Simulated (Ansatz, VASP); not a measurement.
AlRu: VASP beside Ansatz

The input INCAR:

```
  PREC = Accurate
  ENCUT = 520
  EDIFF = 1E-6
  ISMEAR = -1
  SIGMA = 0.15
  LREAL = False
  LASPH = True
  NELM = 100
  ALGO = Normal
  ISIF = 2
  LWAVE = False
  LCHARG = False
  GGA = PE
  NBANDS = 16
```

Contents of KPOINTS:

```
regular mesh
0
Gamma
  14 14 14
```

Contents of POSCAR:

```
AlRu
1.0
    3.0260702783      0.0000000000      0.0000000000
    0.0000000000      3.0260702783      0.0000000000
    0.0000000000      0.0000000000      3.0260702783
Al Ru
1 1
Direct
    0.0000000000      0.0000000000      0.0000000000
    0.5000000000      0.5000000000      0.5000000000
```

Input for Ansatz:

```yaml
crystal:
  lattice:
    - [3.0260702783, 0.0, 0.0]
    - [0.0, 3.0260702783, 0.0]
    - [0.0, 0.0, 3.0260702783]
  atoms:
    - { symbol: Al, position: [0.0, 0.0, 0.0] }
    - { symbol: Ru, position: [0.5, 0.5, 0.5] }
basis:
  ecutwfc: 420
kpoints:
  mp_grid: { grid: [14, 14, 14] }
hamiltonian:
  xc: pbe
scf:
  occupations: { method: fermi_dirac, width: 0.15 }
output:
  forces: true
  stress: true
  eigenvalues: true
```

Alike in both runs: task single point; functional PBE; k mesh 14 × 14 × 14; occupations fermi-dirac, width 0.15 eV; no spin polarisation.

```csv
,VASP,Ansatz
version,VASP 6.6.1,Ansatz 0.2.0
potentials or method,"VASP PAW PBE potentials, release 64 (Al, Ru_pv)","scalar-relativistic, plane waves, PAW"
plane-wave cutoff (eV),520,420
valence electrons in the cell,17,19
```

|  | VASP | Ansatz | Ansatz less VASP |
| --- | --- | --- | --- |
| gap on the k mesh at the Fermi level (eV) | none | none | - |
| pressure (GPa) | -3.9 | -3.8 | +0.04 |

A gap of «none» marks a metal or a gap that the smearing closes. The two sets of potentials don't hold the same shells in valence.
